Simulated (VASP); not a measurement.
# CdS (Hawleyite) (F-43m) in VASP: a series of runs, part 2 of 2

VASP 6.6.1. The steps go on from the part before.

### Step 3. Equation of state, PBE, 23.82 Å³/atom (volume scaled by 0.96)

Contents of INCAR:

```
SYSTEM = CdS
ALGO = Normal
EDIFF = 1E-7
ENCUT = 520
GGA = PE
ISIF = 2
ISMEAR = -1
LASPH = .True.
LCHARG = .False.
LREAL = .False.
LWAVE = .False.
NBANDS = 16
NELM = 100
PREC = Accurate
SIGMA = 0.05
```

Contents of KPOINTS:

```
k-points
0
Gamma
  8 8 8
  0 0 0
```

Contents of POSCAR:

```
CdS
1.0
    0.0000000000      2.8770830059      2.8770830059
    2.8770830059      0.0000000000      2.8770830059
    2.8770830059      2.8770830059      0.0000000000
Cd S
1 1
Direct
    0.0000000000      0.0000000000      0.0000000000
    0.7500000000      0.7500000000      0.7500000000
```

Potentials or basis: VASP PAW PBE potentials, release 64 (Cd, S).

Run with:

```bash
$ cat potpaw_PBE.64/Cd/POTCAR potpaw_PBE.64/S/POTCAR > POTCAR
$ mpirun -np 1 vasp_std > vasp.out
```

It took 30 s on 1 thread of AMD EPYC 7R43 (Zen 3), shared host; peak memory 0.14 GiB.

Results (log left out):

```
Free energy            : -6.0632 eV
Pressure               : 6.2 GPa
Band gap on the k mesh : 1.24 eV, direct
```

### Step 4. Equation of state, PBE, 24.31 Å³/atom (volume scaled by 0.98)

Contents of INCAR:

```
  PREC = Accurate
  ENCUT = 520
  EDIFF = 1E-7
  ISMEAR = -1
  SIGMA = 0.05
  LREAL = F
  LASPH = T
  NELM = 100
  ALGO = Normal
  ISIF = 2
  LWAVE = F
  LCHARG = F
  GGA = PE
  NBANDS = 16
```

Contents of KPOINTS:

```
Automatic mesh
0
Gamma
  8 8 8
```

Contents of POSCAR:

```
CdS
1.0
    0.0000000000      2.8969255847      2.8969255847
    2.8969255847      0.0000000000      2.8969255847
    2.8969255847      2.8969255847      0.0000000000
Cd S
1 1
Direct
    0.0000000000      0.0000000000      0.0000000000
    0.7500000000      0.7500000000      0.7500000000
```

Run with:

```bash
$ cat potpaw_PBE.64/Cd/POTCAR potpaw_PBE.64/S/POTCAR > POTCAR
$ mpirun -np 1 vasp_std > vasp.out
```

Wall time 37 s (1 thread of AMD EPYC 7R43 (Zen 3), shared host); peak memory 0.14 GiB.

The run converged. Its results:

- Free energy: -6.0969 eV
- Pressure: 4.6 GPa
- Band gap on the k mesh: 1.19 eV, direct

### Step 5. Equation of state, PBE, 25.30 Å³/atom (volume scaled by 1.02)

Contents of INCAR:

```
SYSTEM = CdS
PREC     = Accurate       ! precision mode
ENCUT    = 520            ! plane-wave cutoff, eV
EDIFF    = 1E-7           ! SCF threshold, eV
ISMEAR   = -1             ! smearing method
SIGMA    = 0.05           ! smearing width, eV
LREAL    = .False.        ! projectors in reciprocal space
LASPH    = .True.         ! aspherical terms in the spheres
NELM     = 80             ! most SCF steps
ALGO     = Normal         ! electronic algorithm
ISIF     = 2              ! what is computed and relaxed
LWAVE    = .False.        ! write WAVECAR
LCHARG   = .False.        ! write CHGCAR
GGA      = PE             ! functional
NBANDS   = 16             ! bands
```

Contents of KPOINTS:

```
regular mesh
0
Gamma
  8 8 8
  0 0 0
```

Contents of POSCAR:

```
CdS
1.0
    0.0000000000      2.9358151324      2.9358151324
    2.9358151324      0.0000000000      2.9358151324
    2.9358151324      2.9358151324      0.0000000000
Cd S
1 1
Direct
    0.0000000000      0.0000000000      0.0000000000
    0.7500000000      0.7500000000      0.7500000000
```

Run with:

```bash
$ cat potpaw_PBE.64/Cd/POTCAR potpaw_PBE.64/S/POTCAR > POTCAR
$ mpirun -np 1 vasp_std > vasp.out
```

Run time: 41 s. Hardware: 1 thread of AMD EPYC 7R43 (Zen 3), shared host; peak memory 0.14 GiB.

It converged, with:

```
Free energy            : -6.1372 eV
Pressure               : 1.9 GPa
Band gap on the k mesh : 1.11 eV, direct
```

### Step 6. Equation of state, PBE, 25.80 Å³/atom (volume scaled by 1.04)

Contents of INCAR:

```
PREC = Accurate ; ENCUT = 520
EDIFF = 1E-7 ; ISMEAR = -1
SIGMA = 0.05 ; LREAL = F
LASPH = T ; NELM = 80
ALGO = Normal ; ISIF = 2
LWAVE = F ; LCHARG = F
GGA = PE ; NBANDS = 16
```

Contents of KPOINTS:

```
regular mesh
0
Gamma
  8 8 8
```

Contents of POSCAR:

```
CdS
1.0
    0.0000000000      2.9548794012      2.9548794012
    2.9548794012      0.0000000000      2.9548794012
    2.9548794012      2.9548794012      0.0000000000
Cd S
1 1
Direct
    0.0000000000      0.0000000000      0.0000000000
    0.7500000000      0.7500000000      0.7500000000
```

Potentials or basis: VASP PAW PBE potentials, release 64 (Cd, S).

Run with:

```bash
$ cat potpaw_PBE.64/Cd/POTCAR potpaw_PBE.64/S/POTCAR > POTCAR
$ mpirun -np 1 vasp_std > vasp.out
```

Run time: 41 s. Hardware: 1 thread of AMD EPYC 7R43 (Zen 3), shared host; peak memory 0.14 GiB.

It converged, with:

```yaml
Free_energy: -6.1457 eV
Pressure: 0.8 GPa
Band_gap_on_the_k_mesh: 1.06 eV, direct
```

### Step 7. Equation of state, PBE, 26.30 Å³/atom (volume scaled by 1.06)

Changes to INCAR since step 6:

```diff
@@ -3,3 +3,3 @@
 SIGMA = 0.05 ; LREAL = F
-LASPH = T ; NELM = 80
+LASPH = T ; NELM = 60
 ALGO = Normal ; ISIF = 2
```

KPOINTS is that of step 6.

Contents of POSCAR:

```
CdS
1.0
    0.0000000000      2.9737007966      2.9737007966
    2.9737007966      0.0000000000      2.9737007966
    2.9737007966      2.9737007966      0.0000000000
Cd S
1 1
Direct
    0.0000000000      0.0000000000      0.0000000000
    0.7500000000      0.7500000000      0.7500000000
```

Run with:

```bash
$ cat potpaw_PBE.64/Cd/POTCAR potpaw_PBE.64/S/POTCAR > POTCAR
$ mpirun -np 1 vasp_std > vasp.out
```

Wall time 35 s (1 thread of AMD EPYC 7R43 (Zen 3), shared host); peak memory 0.14 GiB.

Results (log left out):

```
Free energy            : -6.1473 eV
Pressure               : -0.3 GPa
Band gap on the k mesh : 1.02 eV, direct
```

### Step 8. Equation of state, PBE

No new run: the results of the series are fitted here.

Results:

| Property | Result |
| --- | --- |
| Equilibrium volume | 26.17 Å³/atom |
| Bulk modulus | 53 GPa |
| Pressure derivative of the bulk modulus | 4.6 |

Energy against volume, from the lowest point:
```
volume (Å³/atom)  energy (meV/atom)
          23.319              64.12
          23.815              42.05
          24.312              25.19
          24.808              13.00
          25.304               5.02
          25.800               0.82
          26.296               0.00
```

PBE usually gives volumes a little too large and moduli too small. Zero-point motion and thermal expansion aren't in these numbers.

### Step 9. Equation of state, PBEsol, 23.32 Å³/atom (volume scaled by 0.94)

Contents of INCAR:

```
SYSTEM = CdS
ALGO = Normal
EDIFF = 1E-7
ENCUT = 520
GGA = PS
ISIF = 2
ISMEAR = -1
LASPH = .TRUE.
LCHARG = .FALSE.
LREAL = .FALSE.
LWAVE = .FALSE.
NBANDS = 16
NELM = 100
PREC = Accurate
SIGMA = 0.05
```

Contents of KPOINTS:

```
k-points
0
G
  8 8 8
  0 0 0
```

Contents of POSCAR:

```
CdS
1.0
    0.0000000000      2.8569628861      2.8569628861
    2.8569628861      0.0000000000      2.8569628861
    2.8569628861      2.8569628861      0.0000000000
Cd S
1 1
Direct
    0.0000000000      0.0000000000      0.0000000000
    0.7500000000      0.7500000000      0.7500000000
```

Potentials or basis: VASP PAW PBE potentials, release 64 (Cd, S).

Run with:

```bash
$ cat potpaw_PBE.64/Cd/POTCAR potpaw_PBE.64/S/POTCAR > POTCAR
$ mpirun -np 1 vasp_std > vasp.out
```

It took 18 s on 1 thread of Intel Xeon Platinum 8488C (Sapphire Rapids), shared host; peak memory 0.17 GiB.

It converged, with:

* Free energy: -6.7720 eV
* Pressure: 4.5 GPa
* Band gap on the k mesh: 1.13 eV, direct

Caveat: the PAW data sets were made with another functional, which shifts forces and pressure a little.

### Step 10. Equation of state, PBEsol, 23.82 Å³/atom (volume scaled by 0.96)

INCAR is that of step 9.

KPOINTS is that of step 9.

Contents of POSCAR:

```
CdS
1.0
    0.0000000000      2.8770830059      2.8770830059
    2.8770830059      0.0000000000      2.8770830059
    2.8770830059      2.8770830059      0.0000000000
Cd S
1 1
Direct
    0.0000000000      0.0000000000      0.0000000000
    0.7500000000      0.7500000000      0.7500000000
```

Run with:

```bash
$ cat potpaw_PBE.64/Cd/POTCAR potpaw_PBE.64/S/POTCAR > POTCAR
$ mpirun -np 1 vasp_std > vasp.out
```

Run time: 18 s. Hardware: 1 thread of Intel Xeon Platinum 8488C (Sapphire Rapids), shared host; peak memory 0.17 GiB.

It converged, with:

* Free energy: -6.7951 eV
* Pressure: 2.9 GPa
* Band gap on the k mesh: 1.09 eV, direct

Caveat: the PAW data sets were made with another functional, which shifts forces and pressure a little.

### Step 11. Equation of state, PBEsol, 24.31 Å³/atom (volume scaled by 0.98)

INCAR is that of step 10.

KPOINTS is that of step 10.

Contents of POSCAR:

```
CdS
1.0
    0.0000000000      2.8969255847      2.8969255847
    2.8969255847      0.0000000000      2.8969255847
    2.8969255847      2.8969255847      0.0000000000
Cd S
1 1
Direct
    0.0000000000      0.0000000000      0.0000000000
    0.7500000000      0.7500000000      0.7500000000
```

Run with:

```bash
$ cat potpaw_PBE.64/Cd/POTCAR potpaw_PBE.64/S/POTCAR > POTCAR
$ mpirun -np 1 vasp_std > vasp.out
```

Run time: 18 s. Hardware: 1 thread of Intel Xeon Platinum 8488C (Sapphire Rapids), shared host; peak memory 0.17 GiB.

It converged, with:

```yaml
Free_energy: -6.8086 eV
Pressure: 1.4 GPa
Band_gap_on_the_k_mesh: 1.05 eV, direct
```

Caveat: the PAW data sets were made with another functional, which shifts forces and pressure a little.

### Step 12. Equation of state, PBEsol, 25.30 Å³/atom (volume scaled by 1.02)

INCAR is that of step 11.

KPOINTS is that of step 11.

Contents of POSCAR:

```
CdS
1.0
    0.0000000000      2.9358151324      2.9358151324
    2.9358151324      0.0000000000      2.9358151324
    2.9358151324      2.9358151324      0.0000000000
Cd S
1 1
Direct
    0.0000000000      0.0000000000      0.0000000000
    0.7500000000      0.7500000000      0.7500000000
```

Potentials or basis: VASP PAW PBE potentials, release 64 (Cd, S).

Run with:

```bash
$ cat potpaw_PBE.64/Cd/POTCAR potpaw_PBE.64/S/POTCAR > POTCAR
$ mpirun -np 1 vasp_std > vasp.out
```

Wall time 13 s (1 thread of Intel Xeon Platinum 8488C (Sapphire Rapids), shared host); peak memory 0.18 GiB.

The run converged. Its results:

```
Free energy            : -6.8107 eV
Pressure               : -1.0 GPa
Band gap on the k mesh : 0.97 eV, direct
```

Caveat: the PAW data sets were made with another functional, which shifts forces and pressure a little.

### Step 13. Equation of state, PBEsol, 25.80 Å³/atom (volume scaled by 1.04)

INCAR is that of step 12.

KPOINTS is that of step 12.

Contents of POSCAR:

```
CdS
1.0
    0.0000000000      2.9548794012      2.9548794012
    2.9548794012      0.0000000000      2.9548794012
    2.9548794012      2.9548794012      0.0000000000
Cd S
1 1
Direct
    0.0000000000      0.0000000000      0.0000000000
    0.7500000000      0.7500000000      0.7500000000
```

Run with:

```bash
$ cat potpaw_PBE.64/Cd/POTCAR potpaw_PBE.64/S/POTCAR > POTCAR
$ mpirun -np 1 vasp_std > vasp.out
```

Run time: 13 s. Hardware: 1 thread of Intel Xeon Platinum 8488C (Sapphire Rapids), shared host; peak memory 0.18 GiB.

The run converged. Its results:

```yaml
Free_energy: -6.8011 eV
Pressure: -2.1 GPa
Band_gap_on_the_k_mesh: 0.93 eV, direct
```

Caveat: the PAW data sets were made with another functional, which shifts forces and pressure a little.

### Step 14. Equation of state, PBEsol, 26.30 Å³/atom (volume scaled by 1.06)

INCAR is that of step 13.

KPOINTS is that of step 13.

Contents of POSCAR:

```
CdS
1.0
    0.0000000000      2.9737007966      2.9737007966
    2.9737007966      0.0000000000      2.9737007966
    2.9737007966      2.9737007966      0.0000000000
Cd S
1 1
Direct
    0.0000000000      0.0000000000      0.0000000000
    0.7500000000      0.7500000000      0.7500000000
```

Run with:

```bash
$ cat potpaw_PBE.64/Cd/POTCAR potpaw_PBE.64/S/POTCAR > POTCAR
$ mpirun -np 1 vasp_std > vasp.out
```

It took 13 s on 1 thread of Intel Xeon Platinum 8488C (Sapphire Rapids), shared host; peak memory 0.18 GiB.

Results (log left out):

| Quantity | Value |
| --- | --- |
| Free energy | -6.7853 eV |
| Pressure | -3.0 GPa |
| Band gap on the k mesh | 0.89 eV, direct |

Caveat: the PAW data sets were made with another functional, which shifts forces and pressure a little.

### Step 15. Equation of state, PBEsol

Potentials or basis: VASP PAW PBE potentials, release 64 (Cd, S).

No new run: the results of the series are fitted here.

Results:

```yaml
Equilibrium_volume: 24.87 Å³/atom
Bulk_modulus: 61 GPa
Pressure_derivative_of_the_bulk_modulus: 4.6
```

Energy against volume, from the lowest point:
| volume (Å³/atom) | energy (meV/atom) |
| --- | --- |
| 23.319 | 20.75 |
| 23.815 | 9.20 |
| 24.312 | 2.45 |
| 24.808 | 0.00 |
| 25.304 | 1.39 |
| 25.800 | 6.22 |
| 26.296 | 14.10 |

Caveat: the PAW data sets were made with another functional, which shifts forces and pressure a little.
